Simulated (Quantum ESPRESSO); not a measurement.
**Ir: phonons at X under several settings**

```xyz
1
Lattice="0.0000 1.9156 1.9156 1.9156 0.0000 1.9156 1.9156 1.9156 0.0000" Properties=species:S:1:pos:R:3 pbc="T T T"
Ir    0.0000    0.0000    0.0000
```

All runs used Quantum ESPRESSO 7.5; potentials GBRV 1.5 PBE; k mesh 12 × 12 × 12; relaxed cell; no spin polarisation; cutoff 612 eV; occupations cold, width 0.2 eV.

```tsv
level	volume (Å³/atom)	pressure (GPa)	frequencies (cm⁻¹)
PBE+D2	13.32	0.0	165 165 236
rPW86PBE+rVV10	14.85	0.2	142 142 194
rev-vdW-DF2	?	0.0	?
```

Question: What stands in the row left open?

Answer: Volume 14.31 Å³/atom; frequencies 147 147 201 cm⁻¹.

Caveats: pairwise dispersion overbinds metals, which lowers pressure and volume (some runs); the potentials were made for another functional, which shifts forces and pressure (some runs).

For the row left open. Caveat: the potentials were made for another functional, which shifts forces and pressure.
